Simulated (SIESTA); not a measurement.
Tl:

```
Tl
1.0
     3.45600    0.00000    0.00000
    -1.72800    2.99298    0.00000
     0.00000    0.00000    5.52500
Tl
2
Direct
  0.66667 0.33333 0.75000
  0.33333 0.66667 0.25000
```

```yaml
Program: SIESTA 5.4.2
Task: relaxation of cell and atoms
Functional: BLYP
Potentials_or_basis: PseudoDojo 0.4 standard (PBE files)
Basis: TZTP (energy shift 0.02 Ry)
Grid_cutoff: 750 Ry
Energy_shift: 0.02 Ry
k_mesh: 7 × 7 × 4
Occupations: fermi-dirac, width 0.05 eV
Spin: no spin polarisation
```

At the start: pressure 5.6 GPa; volume 28.57 Å³/atom.

Question: Where does the relaxation end?

Answer: Over 11 steps the energy falls by 72.8 meV/atom and the volume is 33.87 Å³/atom (+18.5 %); space group P6_3/mmc (No. 194, to 0.05 Å).

The path:
| step | energy change (eV) | largest force (eV/Å) | pressure (GPa) | volume (Å³) |
| --- | --- | --- | --- | --- |
| 1 | 0.0000 | 0.0000 | 5.64 | 57.15 |
| 2 | -0.0099 | 0.0000 | 5.41 | 57.43 |
| 3 | -0.1426 | 0.0000 | 0.82 | 65.12 |
| 4 | -0.1472 | 0.0000 | 0.33 | 66.67 |
| 5 | -0.1473 | 0.0000 | 0.33 | 66.68 |
| 6 | -0.1475 | 0.0000 | 0.20 | 67.05 |
| 7 | -0.1473 | 0.0000 | 0.15 | 67.22 |
| 8 | -0.1468 | 0.0000 | 0.11 | 67.31 |
| 9 | -0.1454 | 0.0000 | 0.06 | 67.53 |
| 10 | -0.1460 | 0.0000 | -0.01 | 67.85 |
| 11 | -0.1456 | 0.0001 | 0.01 | 67.75 |

Final structure:
```
Tl
1.0
     3.66264   -0.00001    0.00000
    -1.83133    3.17194    0.00000
     0.00000    0.00000    5.83128
Tl
2
Direct
  0.66666 0.33334 0.75000
  0.33334 0.66666 0.25000
```

Caveat: semicore shells carry a single zeta, which can move pressures by several GPa and volumes by a few percent; the volume moved by over 15 % at a fixed basis, so the end points are rough; the potentials were made for another functional, which shifts forces and pressure; the volume moved by +19 % from the deposited cell, more than functionals usually miss; the basis of atomic orbitals isn't converged, which shifts pressures, moduli and gaps.
